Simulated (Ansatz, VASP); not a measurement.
**Two plane-wave programs on AlN**

```
Al N
1.0
     3.16120    0.00000    0.00000
    -1.58060    2.73768    0.00000
     0.00000    0.00000    4.41490
Al N
2 2
Direct
  0.33333 0.66667 0.97888
  0.66667 0.33333 0.47888
  0.33333 0.66667 0.40612
  0.66667 0.33333 0.90612
```

Alike in both runs: functional PBE; k mesh 9 × 9 × 6; occupations gaussian, width 0.05 eV; no spin polarisation.

Ansatz relaxed the structure, and its values are those at the end. VASP's run is a single point on that final structure, the one shown.

|  | VASP | Ansatz |
| --- | --- | --- |
| version | VASP 6.6.1 | Ansatz 0.2.0 |
| potentials or method | VASP PAW PBE potentials, release 64 (Al, N) | scalar-relativistic, plane waves, PAW |
| plane-wave cutoff (eV) | 520 | 520 |
| valence electrons in the cell | 16 | 16 |

Ansatz gave:

* gap on the k mesh at the Fermi level (eV): 3.94
* least direct gap on the mesh (eV): 3.94
* pressure (GPa): 19.0

Estimate VASP's values.

gap on the k mesh at the Fermi level (eV): 3.95; least direct gap on the mesh (eV): 3.95; pressure (GPa): 18.8.

Ansatz warned: «stress_scf_threshold_loose».

Caveats: so large a pressure means that the cell lies far from this level's equilibrium, or that cutoff or potentials fall short (VASP).
